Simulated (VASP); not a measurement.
# In (Im-3m) in VASP: single point with PBE

Aim: the single point of In with PBE.

All numbers are computed with VASP 6.6.1; they aren't measurements. Logs are shortened: lines on timing, memory, paths and dates and some standing lists are left out, and cuts for length are marked.

## Step 1: The crystal as given

The structure is cubic, space group Im-3m (No. 229). Conventional cell: a = 3.821 Å, b = 3.821 Å, c = 3.821 Å, α = 90.00°, β = 90.00°, γ = 90.00°. In (site symmetry m-3m) has 8 In at 3.31 Å as nearest neighbours.

The cell was built by a generator and needn't be a form met in nature.

## Step 2: Single point, PBE, non-collinear spin, zero start, spin-orbit coupling

INCAR reads:

```
ALGO = Normal ; EDIFF = 1E-6
ENCUT = 520 ; GGA = PE
GGA_COMPAT = False ; ISIF = 2
ISMEAR = 0 ; LASPH = True
LCHARG = False ; LORBIT = 11
LORBMOM = True ; LREAL = False
LSORBIT = True ; LWAVE = False
MAGMOM = 0 0 0 ; NBANDS = 24
NELM = 150 ; PREC = Accurate
SIGMA = 0.05
```

KPOINTS reads:

```
k-points
0
Gamma
  16 16 16
```

POSCAR reads:

```
In
1.0
   -1.9105867692      1.9105867692      1.9105867692
    1.9105867692     -1.9105867692      1.9105867692
    1.9105867692      1.9105867692     -1.9105867692
In
1
Direct
    0.0000000000      0.0000000000      0.0000000000
```

Potentials or basis: VASP PAW PBE potentials, release 64 (In_d).

Started as:

```console
cat potpaw_PBE.64/In_d/POTCAR > POTCAR
mpirun -np 1 vasp_ncl > vasp.out
```

OUTCAR:

```text
EDIFF = 1E-6
   ENCUT = 520
   GGA = PE
   ISIF = 2
   ISMEAR = 0
   LASPH = True
   LORBIT = 11
   LREAL = False
   LSORBIT = True
   NELM = 150
   PREC = Accurate

 ion  position               nearest neighbor table
   1  0.000  0.000  0.000-

  LATTYP: Found a body centered cubic cell.
 ALAT       =     3.8211735384

  Lattice vectors:

 A1 = (  -1.9105867692,   1.9105867692,   1.9105867692)
 A2 = (   1.9105867692,  -1.9105867692,   1.9105867692)
 A3 = (   1.9105867692,   1.9105867692,  -1.9105867692)

Analysis of symmetry for initial positions (statically):
=====================================================================
 Subroutine PRICEL returns:
 Original cell was already a primitive cell.

 Routine SETGRP: Setting up the symmetry group for a
 body centered cubic supercell.

 Subroutine GETGRP returns: Found 48 space group operations
 (whereof 48 operations were pure point group operations)
 out of a pool of 48 trial point group operations.

The static configuration has the point symmetry O_h .

Analysis of symmetry for dynamics (positions and initial velocities):
=====================================================================
 Subroutine PRICEL returns:
 Original cell was already a primitive cell.

 Routine SETGRP: Setting up the symmetry group for a
 body centered cubic supercell.

 Subroutine GETGRP returns: Found 48 space group operations
 (whereof 48 operations were pure point group operations)
 out of a pool of 48 trial point group operations.

The dynamic configuration has the point symmetry O_h .

Analysis of structural, dynamic, and magnetic symmetry:
=====================================================================
 Subroutine PRICEL returns:
 Original cell was already a primitive cell.

 Routine SETGRP: Setting up the symmetry group for a
 body centered cubic supercell.

 Subroutine GETGRP returns: Found 48 space group operations
 (whereof 48 operations were pure point group operations)
 out of a pool of 48 trial point group operations.

The overall configuration has the point symmetry O_h .

 Subroutine INISYM returns: Found 48 space group operations
 (whereof 48 operations are pure point group operations),
 and found     1 'primitive' translations

----------------------------------------------------------------------------------------

                                     Primitive cell

  volume of cell :      27.8972

  direct lattice vectors                    reciprocal lattice vectors
    -1.910586769  1.910586769  1.910586769     0.000000000  0.261699708  0.261699708
     1.910586769 -1.910586769  1.910586769     0.261699708  0.000000000  0.261699708
     1.910586769  1.910586769 -1.910586769     0.261699708  0.261699708  0.000000000

  length of vectors
     3.309233357  3.309233357  3.309233357     0.370099277  0.370099277  0.370099277

  position of ions in fractional coordinates (direct lattice)
     0.000000000  0.000000000  0.000000000

  ion indices of the primitive-cell ions
   primitive index   ion index
                 1           1

----------------------------------------------------------------------------------------

 KPOINTS: k-points

Automatic generation of k-mesh.
 Grid dimensions read from file:
 generate k-points for:   16   16   16

 Generating k-lattice:

  Cartesian coordinates                     Fractional coordinates (reciprocal lattice)
     0.000000000  0.016356232  0.016356232     0.062500000  0.000000000  0.000000000
     0.016356232  0.000000000  0.016356232     0.000000000  0.062500000  0.000000000
     0.016356232  0.016356232  0.000000000     0.000000000  0.000000000  0.062500000

  Length of vectors
     0.023131205  0.023131205  0.023131205

  Shift w.r.t. Gamma in fractional coordinates (k-lattice)
     0.000000000  0.000000000  0.000000000

 Subroutine IBZKPT returns following result:
 ===========================================
[... 47 lines left out ...]
   NELM   =    150;   NELMIN=  2; NELMDL= -5     # of ELM steps
   EDIFF  = 0.1E-05   stopping-criterion for ELM
   LREAL  =      F    real-space projection
   EDIFFG = 0.1E-04   stopping-criterion for IOM
   NSW    =      0    number of steps for IOM
   IBRION =     -1    ionic relax: 0-MD 1-quasi-New 2-CG
   NFREE  =      0    steps in history (QN), initial steepest desc. (CG)
   ISIF   =      2    stress and relaxation
   ISYM   =      2    0-nonsym 1-usesym 2-fastsym
   POTIM  = 0.5000    time-step for ionic-motion
   TEBEG  =    0.0;   TEEND  =   0.0 temperature during run
   PSTRESS=    0.0 pullay stress
   NELECT =      13.0000    total number of electrons
   NUPDOWN=      -1.0000    fix difference up-down
   EMIN   =  10.00;   EMAX   =-10.00  energy-range for DOS
   EFERMI =   0.00;   METHOD = LEGACY
   ISMEAR =     0;   SIGMA  =   0.05  broadening in eV -4-tet -1-fermi 0-gaus
   EFERMI_NEDOS =   21; number of points for ismear=-14 and -15
   IALGO  =     38    algorithm
   IMIX   =      4    mixing-type and parameters
     AMIX     =   0.40;   BMIX     =  1.00
     AMIX_MAG =   1.60;   BMIX_MAG =  1.00
  volume/ion in A,a.u.               =      27.90       188.26
  Fermi-wavevector in a.u.,A,eV,Ry     =   1.269217  2.398472 21.917783  1.610912
  Thomas-Fermi vector in A             =   2.402270
   LORBIT       =     11    0 simple, 1 ext, 2 COOP (PROOUT), +10 PAW based schemes
   GGA     = PE    functional components
   LHFCALC =     F    Hartree Fock is set to
   AEXX    =    0.0000 exact exchange contribution
   IVDW    =     0    specifies the selected vdW correction
   LEPSILON=     F    determine dielectric tensor
   LRPA    =     F    only Hartree local field effects (RPA)
 Gauss-broadening in eV      SIGMA  =   0.05
  energy-cutoff  :      520.00
  volume of cell :       27.90
 maximum number of plane-waves:      1534
 NGX is ok and might be reduce to    28
   NGX = 13   NGY = 13   NGZ = 13

 number of electron      13.0000000 magnetization       0.0000000      0.0000000      0.0000000

 number of electron      13.0000005 magnetization      -0.0000000      0.0000000     -0.0000000

 number of electron      13.0000005 magnetization       0.0000000     -0.0000000      0.0000000

 Free energy of the ion-electron system (eV)
  ---------------------------------------------------
  ext. energy  EPLUGINS =         0.00000000
  ---------------------------------------------------
  free energy    TOTEN  =        -2.58188595 eV

  energy without entropy =       -2.58092608  energy(sigma->0) =       -2.58140602

 E-fermi :   6.8232     XC(G=0):  -9.9519

 val. band max:        6.8149662589   @ k =   0.3125   0.1250   0.0000
 cond. band min:       6.8316643199   @ k =  -0.4375   0.5000   0.3125
 fundamental gap:      0.0166980610
 Fermi energy:         6.8231682106

 k-point     1 :       0.0000    0.0000    0.0000
  band No.  band energies     occupation
      1      -8.2270      1.00000
      2      -8.2270      1.00000
      3      -8.2270      1.00000
      4      -8.2270      1.00000
      5      -7.4600      1.00000
      6      -7.4600      1.00000
[... 637 lines left out ...]
     23      21.7991      0.00000
     24      21.7991      0.00000

 [... further k-points ...]

------------------------ aborting loop because EDIFF is reached ----------------------------------------

  FORCE on cell =-STRESS in cart. coord.  units (eV):
  Direction    XX          YY          ZZ          XY          YZ          ZX
  --------------------------------------------------------------------------------------
  -------------------------------------------------------------------------------------
  Total       -0.0176014     -0.0176014     -0.0176014     -0.0000000      0.0000000      0.0000000
  in kB       -1.0108741     -1.0108741     -1.0108741     -0.0000000      0.0000000      0.0000000
  external PRESSURE =      -1.0108741 kB  Pullay stress =       0.0000000 kB

 VOLUME and BASIS-vectors are now :
 -----------------------------------------------------------------------------
  energy-cutoff  :      520.00
  volume of cell :       27.90
      direct lattice vectors                 reciprocal lattice vectors
    -1.910586769  1.910586769  1.910586769     0.000000000  0.261699708  0.261699708
     1.910586769 -1.910586769  1.910586769     0.261699708  0.000000000  0.261699708
     1.910586769  1.910586769 -1.910586769     0.261699708  0.261699708  0.000000000

 POSITION                                       TOTAL-FORCE (eV/Angst)
 -----------------------------------------------------------------------------------
      0.00000      0.00000      0.00000         0.000000     -0.000000     -0.000000
 -----------------------------------------------------------------------------------
    total drift:                               -0.000000     -0.000000     -0.000000

  FREE ENERGIE OF THE ION-ELECTRON SYSTEM (eV)
  ---------------------------------------------------
  free  energy   TOTEN  =        -2.5818859485 eV

  energy  without entropy=       -2.5809260834  energy(sigma->0) =       -2.58140602

 orbital moment (x)

 # of ion     p       d       tot
 ----------------------------------------
  1        -0.000   0.000   0.000
 ----------------------------------------
           -0.000   0.000   0.000

 orbital moment (y)

 # of ion     p       d       tot
 ----------------------------------------
  1         0.000   0.000   0.000
 ----------------------------------------
            0.000   0.000   0.000

 orbital moment (z)

 # of ion     p       d       tot
 ----------------------------------------
  1         0.000   0.000   0.000
 ----------------------------------------
            0.000   0.000   0.000

 Spin-Orbit-Coupling matrix elements

 Ion:    1  E_soc:     -0.0693130
 l=   1
     0.0000000    -0.0052267    -0.0052267
    -0.0052267     0.0000000    -0.0052267
    -0.0052267    -0.0052267     0.0000000
 l=   2
     0.0000000    -0.0012498     0.0000000    -0.0012498    -0.0050757
    -0.0012498     0.0000000    -0.0038068    -0.0012498    -0.0012689
     0.0000000    -0.0038068     0.0000000    -0.0038068     0.0000000
    -0.0012498    -0.0012498    -0.0038068     0.0000000    -0.0012689
    -0.0050757    -0.0012689     0.0000000    -0.0012689     0.0000000
 l=   3
     0.0000000     0.0000000     0.0000000     0.0000000     0.0000000     0.0000000     0.0000000
     0.0000000     0.0000000     0.0000000     0.0000000     0.0000000     0.0000000     0.0000000
     0.0000000     0.0000000     0.0000000     0.0000000     0.0000000     0.0000000     0.0000000
     0.0000000     0.0000000     0.0000000     0.0000000     0.0000000     0.0000000     0.0000000
     0.0000000     0.0000000     0.0000000     0.0000000     0.0000000     0.0000000     0.0000000
     0.0000000     0.0000000     0.0000000     0.0000000     0.0000000     0.0000000     0.0000000
     0.0000000     0.0000000     0.0000000     0.0000000     0.0000000     0.0000000     0.0000000

 total charge

# of ion       s       p       d       tot
------------------------------------------
    1        1.016   0.453   9.845  11.314

 magnetization (x)

# of ion       s       p       d       tot
------------------------------------------
    1        0.000  -0.000  -0.000   0.000

 magnetization (y)

# of ion       s       p       d       tot
------------------------------------------
    1       -0.000   0.000   0.000  -0.000

 magnetization (z)

# of ion       s       p       d       tot
------------------------------------------
    1       -0.000  -0.000   0.000  -0.000
```

It took 92 s on 1 thread of Intel Xeon 6975P-C (Granite Rapids), shared host; peak memory 0.33 GiB.

What came out:

| Item | Value |
| --- | --- |
| Free energy | -2.5819 eV |
| Pressure | -0.1 GPa |
| Net moment | 0.00 μB per cell |
| Valence electrons inside the program's atomic spheres | In 11.31 |

Moments on the atoms (μB; x, y, z):
```
In  0.00 0.00 0.00
```
